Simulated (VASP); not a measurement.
ZrS:

```
Zr S
1.0
     0.00000    2.62500    2.62500
     2.62500    0.00000    2.62500
     2.62500    2.62500    0.00000
Zr S
1 1
Direct
  0.00000 0.00000 0.00000
  0.50000 0.50000 0.50000
```

```yaml
Program: VASP 6.6.1
Task: relaxation of cell and atoms
Functional: AM05
Potentials_or_basis: VASP PAW PBE potentials, release 64 (Zr_sv, S)
Cutoff: 600 eV
k_mesh: 9 × 9 × 9
Occupations: fermi-dirac, width 0.05 eV
Spin: no spin polarisation
```

At the start: pressure -6.7 GPa; volume 18.09 Å³/atom.

**Question.** Where does the relaxation end?

**Answer.** Over 4 steps the energy falls by 19.5 meV/atom and the volume is 17.19 Å³/atom (-5.0 %); space group Fm-3m (No. 225, to 0.05 Å).

Step by step:
| step | energy change (eV) | largest force (eV/Å) | pressure (GPa) | volume (Å³) |
| --- | --- | --- | --- | --- |
| 1 | 0.0000 | 0.0000 | -6.67 | 36.18 |
| 2 | 0.0211 | 0.0000 | 10.13 | 32.37 |
| 3 | -0.0391 | 0.0000 | -0.09 | 34.41 |
| 4 | -0.0391 | 0.0000 | 0.05 | 34.37 |

Final structure:
```cif
data_structure
_symmetry_space_group_name_H-M 'P 1'
_symmetry_Int_Tables_number 1
_cell_length_a 3.6496
_cell_length_b 3.6496
_cell_length_c 3.6496
_cell_angle_alpha 60.000
_cell_angle_beta 60.000
_cell_angle_gamma 60.000
_cell_volume 34.37
loop_
_atom_site_label
_atom_site_type_symbol
_atom_site_fract_x
_atom_site_fract_y
_atom_site_fract_z
_atom_site_occupancy
Zr1 Zr 0.00000 0.00000 0.00000 1
S1 S 0.50000 0.50000 0.50000 1
```

Caveat: the PAW data sets were made with another functional, which shifts forces and pressure a little.
